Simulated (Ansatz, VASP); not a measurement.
Given: the input of a run of VASP 6.6.1 on SnO2.

Contents of INCAR:

```
PREC = Accurate
ENCUT = 520
EDIFF = 1E-6
ISMEAR = -1
SIGMA = 0.05
LREAL = False
LASPH = True
NELM = 60
ALGO = Normal
ISIF = 2
LWAVE = False
LCHARG = True
GGA = PS
LELF = True
LVHAR = True
NBANDS = 20
```

KPOINTS

```
Automatic mesh
0
Gamma
  10 10 10
```

POSCAR

```
SnO2
1.0
    1.6383730560      0.9459151249      4.8637655204
   -1.6383730560      0.9459151249      4.8637655204
    0.0000000000     -1.8918302499      4.8637655204
Sn O
1 2
Direct
    0.5000000000      0.5000000000      0.5000000000
    0.7628300000      0.7628300000      0.7628300000
    0.2371700000      0.2371700000      0.2371700000
```

Potentials or basis: VASP PAW PBE potentials, release 64 (Sn_d, O).

Run with:

```bash
$ cat potpaw_PBE.64/Sn_d/POTCAR potpaw_PBE.64/O/POTCAR > POTCAR
$ mpirun -np 1 vasp_std > vasp.out
```

**Question.** Set up the same calculation for Ansatz 0.2.0. Potentials there: Ansatz PAW.

**Answer.** As run (the cutoff follows the program's own potentials):

Contents of input.yaml:

```yaml
crystal:
  lattice:
    - [1.638373056, 0.9459151249, 4.8637655204]
    - [-1.638373056, 0.9459151249, 4.8637655204]
    - [0.0, -1.8918302499, 4.8637655204]
  atoms:
    - { symbol: Sn, position: [0.5, 0.5, 0.5] }
    - { symbol: O, position: [0.76283, 0.76283, 0.76283] }
    - { symbol: O, position: [0.23717, 0.23717, 0.23717] }
hamiltonian:
  xc: pbesol
  pseudopotentials: { kind: paw }
kpoints:
  mp_grid: { grid: [10, 10, 10] }
scf:
  occupations: { method: fermi_dirac, width: 0.05 }
output:
  forces: true
  stress: true
  eigenvalues: true
```

Potentials or basis: Ansatz PAW.

The run is started by

```console
$ ansatz run input.yaml --threads 1 --pin off --max-ram 3584MiB --backend cpu --events-out ev --progress --plain --runs-dir out
```

Both were run:

|  | VASP | Ansatz | Ansatz less VASP |
| --- | --- | --- | --- |
| gap on the k mesh at the Fermi level (eV) | 1.62 | 1.64 | +0.021 |
| least direct gap on the mesh (eV) | 1.71 | 1.72 | +0.017 |
| pressure (GPa) | -9.4 | -9.8 | -0.44 |
| largest component of the traceless stress (GPa) | 3.01 | 3.33 | +0.317 |
| rms of the force components (eV/Å) | 0.338 | 0.359 | +0.0203 |

Atom by atom the forces differ by 0.020 eV/Å (rms over components).

Caveats: spin-orbit coupling is left out, which moves the levels of the heavy elements; the PAW data sets were made with another functional, which shifts forces and pressure a little (VASP); the pressure holds a Pulay correction of +0.7 GPa for the finite cutoff (Ansatz); the PAW data sets come from PBE, with cores solved anew for the run's functional, which leaves a small shift of forces and pressure (Ansatz). As with any semilocal functional, this PBEsol gap is likely too small. A k mesh can miss the band edges.
